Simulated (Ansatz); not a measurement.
# Dielectric function and optical constants of BeS, part 2 of 2

What colour and refractive index does BeS have at this level of theory? The cell comes from an older database entry, whose edges can differ from later determinations, mostly by under a per cent.

Ansatz 0.2.0; DFT, PBE, plane-wave PAW, default files, scalar-relativistic, independent-particle optical response without local fields.

So far. Step 2 (Ground state and bands): There is a gap, 3.11 eV on the path, so no carriers' term is needed. The cell is left with a pressure of 1.5 GPa, as it stands unrelaxed at this level.

The database entry behind the starting cell differs from later determinations by our own check (0.1 to 0.3 % short, probably kX units), so it need not match the best structure at ambient conditions.

### Step 3. Spectrum (continued)

Optical constants at common wavelengths, from n + ik = √ε:

| wavelength (nm) | n | k | R (%) | 1/α |
| --- | --- | --- | --- | --- |
| 1550 | 2.40 | 0.000 | 17.0 | over 1 mm |
| 1064 | 2.42 | 0.000 | 17.2 | over 1 mm |
| 633 | 2.47 | 0.000 | 17.9 | over 1 mm |
| 532 | 2.50 | 0.000 | 18.4 | over 1 mm |
| 365 | 2.65 | 0.000 | 20.4 | over 1 mm |
| 308 | 2.80 | 0.000 | 22.4 | over 1 mm |
| 248 | 3.23 | 0.000 | 27.8 | over 1 mm |

Through 1 µm of it, D65 light comes out colourless, dimmed by reflection (x = 0.314, y = 0.331; 69 % transmitted).

The f-sum over the summed bands holds 6.9 of the cell's 8 electrons outside the frozen cores, 2 of which lie in bands more than 12 eV below the Fermi level, whose transitions come at higher energies. Up to 22 eV the strength has a mean oscillator energy of 8.3 eV, close to the main peak.

### Step 4. Static response with local fields

Perturbation theory gives the static response with local fields and the functional's kernel, and it needs no empty bands.

This step: DFT, PBE, plane-wave PAW, default files, scalar-relativistic, static field response by perturbation theory with local fields (Ansatz 0.2.0).

Input file input.yaml:

```yaml
crystal:
  lattice:
    - [0.0, 2.425, 2.425]
    - [2.425, 0.0, 2.425]
    - [2.425, 2.425, 0.0]
  atoms:
    - { symbol: S, position: [0.75, 0.75, 0.75] }
    - { symbol: Be, position: [0.0, 0.0, 0.0] }
kpoints:
  mp_grid: { grid: [8, 8, 8] }
scf:
  occupations: { method: fixed }
hamiltonian:
  xc: pbe
  pseudopotentials: { kind: paw }
dielectric: {}
```

Launch:

```
$ ansatz run input.yaml --threads 4 --pin off --max-ram 8192MiB --backend cpu --events-out ev --progress --plain --runs-dir out
```

Numbers of over 12 decimals in the logs are rounded to 6 here.

What it wrote:

```text
[...]
Crystal: 2 atoms, lattice volume = 28.521 Å³
Basis set: ecut = 420 eV, 537 PW (Γ), exchange–correlation on 48×48×48 points (8 copies of the dense FFT grid, shifted against one another)
Bands: 8, of which v1, the nominal top of the filled ones, is band 4 counted from 1 (3 counted from 0)
Symmetry: 24 space group operations
k-points: 95 of 512 (irreducible under 4 space group operations, time reversal used)
[...]
SCF iter   1: F=—  HF=-996.963699 eV  |F-HF|=—  |Δ(HF+E_count)|=         —  Δρ=7.58e-4  dr2=1.59e-4  ethr=1.77e-3  ⟨swp⟩=4.6  Hψ=5483  notcnv=0  defer=150
[...]
SCF iter   7: F=-996.963258 eV  HF=-996.963258 eV  |F-HF|=3.18e-12  |Δ(HF+E_count)|=  1.53e-10  Δρ=1.16e-7  dr2=4.81e-12  ethr=1.25e-12  ⟨swp⟩=4.9  Hψ=3428  notcnv=0
SCF 1 converged in 7 iterations: F = -996.963258 eV  dr2 = 4.81e-12
[...]
DFPT response loops at Γ: preconditioner auto → none (the input reference at scf.mixing.eps_inf says where Resta's filter doesn't serve); β = 0.50; Broyden in place of MSR1
── the response to a field inside a basis, on 8×8×8 k-points: an SCF that follows is theirs, and a resumed run solves both again ──
Bands: 5, of which v1, the nominal top of the filled ones, is band 4 counted from 1 (3 counted from 0)
k-points: 60 of 512 (irreducible under 6 space group operations, time reversal used)
[...]
Eigensolver: Dense (60 Hₖ)
SCF iter   1: F=—  HF=-996.962999 eV  |F-HF|=—  |Δ(HF+E_count)|=         —  Δρ=4.51e-5  dr2=1.33e-7  ethr=1.00e-1
[...]
SCF iter   2: F=-996.963000 eV  HF=-996.962999 eV  |F-HF|=1.60e-7  |Δ(HF+E_count)|=   4.41e-7  Δρ=2.32e-5  dr2=2.48e-8  ethr=1.66e-9
SCF 1 converged in 2 iterations: F = -996.963000 eV  dr2 = 2.48e-8
[...]
SCF converged after 7 iterations
Free energy (F): -996.963258 eV
[...]
Internal energy: -996.963258 eV  (E = F + TS)
E sigma→0 (E₀):  -996.963258 eV
Fermi energy:    5.339896 eV
[...]
--- Band table (eV; the first three rows and the last of 95) ---
[...]
--- Dielectric response (ions clamped): 3 representative field directions + reference, inside a basis on a mesh of 512 k-points (Σ response iterations 12) ---
  ε∞ (high-frequency dielectric tensor):
        5.271672     0.000000    -0.000000
        0.000000     5.271672     0.000000
       -0.000000     0.000000     5.271672
  Born effective charges Z* (e; rows j = field, columns β = displacement):
    site 0:
        -1.60172   -0.00000    0.00000
         0.00000   -1.60172   -0.00000
         0.00000   -0.00000   -1.60172
    site 1:
         1.60172    0.00000   -0.00000
        -0.00000    1.60172    0.00000
        -0.00000    0.00000    1.60172
  Z* charge neutrality: 1.563e-4 e pre-enforcement
  solved inside a basis spanned on kpoints, on 8×8×8 k-points, its susceptibility summed on 12×12×12: ε∞ is read to err by 1.3e-2, Z* by 6.5e-3 e (field_mesh: kpoints solves on kpoints); Z* is corrected for what the basis lacks
```

It took 2.5 s on 4 threads of Intel Xeon 6975P-C (Granite Rapids), shared host; peak memory 0.38 GiB; 8.1 s of CPU time.

Numbers from this step:

```
electronic dielectric constant ε∞, mean over x, y and z (by symmetry where fewer were run) : 5.272
```

ε∞ with local fields:

```
5.27 0.00 0.00
0.00 5.27 0.00
0.00 0.00 5.27
```

Diagonal elements. Born, by row:

| atom | Z*xx (e) | Z*yy (e) | Z*zz (e) |
| --- | --- | --- | --- |
| S1 | -1.602 | -1.602 | -1.602 |
| Be2 | 1.602 | 1.602 | 1.602 |

Mean Born charges are S -1.60 and Be +1.60, against formal valences of -2 and +2. They fall short of the ionic values, as in covalent bonds.

### Step 5. What came out

```json
{
 "gap on the path": "3.11 eV",
 "least direct gap on the path": "5.65 eV",
 "electronic dielectric constant ε∞, mean over x, y and z (by symmetry where fewer were run) (independent particles)": "5.72",
 "absorption onset, first axis (α over 10⁴ cm⁻¹, or the direct gap if that lies higher)": "5.65 eV",
 "main peak of Im epsilon, first axis": "6.94 eV",
 "electronic dielectric constant ε∞, mean over x, y and z (by symmetry where fewer were run) (static response with local fields)": "5.27"
}
```

At this level (PBE, independent particles) BeS has ε∞ = 5.72 (5.27 with local fields) and n = 2.40 at 1550 nm; absorption sets in near 5.7 eV, and Im ε peaks at 6.9 eV. The gap is indirect (3.11 eV), so absorption without phonons can begin only at the direct gap of 5.65 eV. Lines 0.15 eV wide carry a tail of absorption under the direct gap, past the threshold already at 5.44 eV. Absorption passes 10⁴ cm⁻¹ from the direct gap on, 5.65 eV, in the ultraviolet, so the visible is passed. The f-sum over the summed bands holds 6.9 of the cell's 8 electrons outside the frozen cores, 2 of which lie in bands more than 12 eV below the Fermi level, whose transitions come at higher energies. Up to 22 eV the strength has a mean oscillator energy of 8.3 eV, close to the main peak. Through 1 µm of it, D65 light comes out colourless, dimmed by reflection (x = 0.314, y = 0.331; 69 % transmitted). With local fields and the functional's kernel the static response is 5.27 against 5.72 for independent particles (-8 %). In the base spectrum excitons and phonon-assisted transitions are missing, and so are local fields; PBE gaps are as a rule too small, which pulls the onset down and ε∞ up. In the base run ε includes the program's bounded estimate of what the bands above those summed add.

[Logs are printed without paths, hosts, clocks, repeated set-up lines and the standing remarks that a program may print on its own settings, such as how far it seeks lower states.]

[Hosts, paths, dates, database ids (printed as entryN), source tags and the programs' standing remarks are cut or masked in the printed files.]
